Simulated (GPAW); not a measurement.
The system is ZnS.

```
Zn S
1.0
     0.00000    2.70200    2.70200
     2.70200    0.00000    2.70200
     2.70200    2.70200    0.00000
Zn S
1 1
Direct
  0.75000 0.75000 0.75000
  0.00000 0.00000 0.00000
```

Program: GPAW 26.7.0. Alike in all runs: no spin polarisation; cell as given.

Task: Order these runs on this cell by their band gap on the k mesh, lowest first.
A. level B3LYP+D3; potentials or basis GPAW PAW data sets (gpaw-data 1.2.1), pw; k mesh 4 × 4 × 4; cutoff (eV) 500; smearing fermi-dirac 0.05 eV; maxiter 60; mesh quality coarse
B. level GLLB-SC; potentials or basis the program's PAW data sets (release 1.2.1) made for this functional, pw; k mesh 7 × 7 × 7; cutoff (eV) 400; smearing fermi-dirac 0.001 eV; maxiter 150; response ecut 60 eV; response k mesh 21 × 21 × 21; response bands 33; kernels ["RPA", "ALDA", "ALDA_X"]; mesh quality not flagged
C. level PBE; potentials or basis GPAW PAW data sets (gpaw-data 1.2.1), pw; k mesh 7 × 7 × 7; cutoff (eV) 500; smearing fermi-dirac 0.01 eV; maxiter 150; mesh quality not flagged

Result: C (2.11 eV), B (2.56 eV), A (3.65 eV).

Caveats: some runs use coarse meshes; a model potential gives levels but no total energy (some runs); the long-wavelength limit can be off by several per cent where d states take part (some runs); response on these states lacks terms of the Hamiltonian (some runs); an odd mesh through Γ misses points on the zone boundary, where band edges often lie (some runs); exact exchange converges slowly with the k mesh, and this mesh is small (some runs).

A k mesh can miss the band edges, odd and even meshes differently.
